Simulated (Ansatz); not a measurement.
# PbSe: stiffness from a series of strains

```
CELL_PARAMETERS angstrom
0.00000 3.06215 3.06215
3.06215 0.00000 3.06215
3.06215 3.06215 0.00000
ATOMIC_POSITIONS crystal
Pb 0.00000 0.00000 0.00000
Se 0.50000 0.50000 0.50000
```

Atoms are numbered in the order listed.

The cell is COD entry 9008695, as deposited and not checked against the literature; nothing was relaxed.

No spin–orbit coupling, which matters for the heavy atoms here.

Computed with DFT, PBE, all-electron LAPW, scalar-relativistic in Ansatz 0.2.0.

Settings: a Γ-centred 9×9×9 k mesh, Fermi–Dirac smearing of 0.01 eV, basis error target 0.25 meV/atom, no spin polarisation.

The strain is applied along the Cartesian axes of the cell as listed (the other components stay zero). Fractional coordinates are held (clamped ions).

σ is the change of stress from the unstrained cell, which is at 2.33 GPa; tension is positive, so slopes are stress–strain coefficients at that pressure.

Only quantities that a quadratic follows smoothly over the whole series are listed; rougher ones are left out.

```
εxx = εyy  σzz (GPa)  σxx (GPa)
  -0.0300      -0.86      -5.68
  -0.0200      -0.57      -3.55
   0.0000       0.00       0.00
   0.0100       0.28       1.46
   0.0200       0.56       2.73
   0.0300       0.83       3.85
```

**Question.** Fit the series and read off the stiffness at zero strain.

**Answer.** Least-squares fits y = p0 + p1 x + p2 x² to the rows give σzz (GPa): p1 = 28.2, p2 = -17; σxx (GPa): p1 = 158, p2 = -1000. So 2 C12 = 28 GPa and C11 + C12 = 158 GPa.

**Question.** One run, at εxx = εyy = -0.0100, is withheld. Predict its row.

**Answer.** The fits give -0.28, -1.69; the run gave -0.28, -1.66.
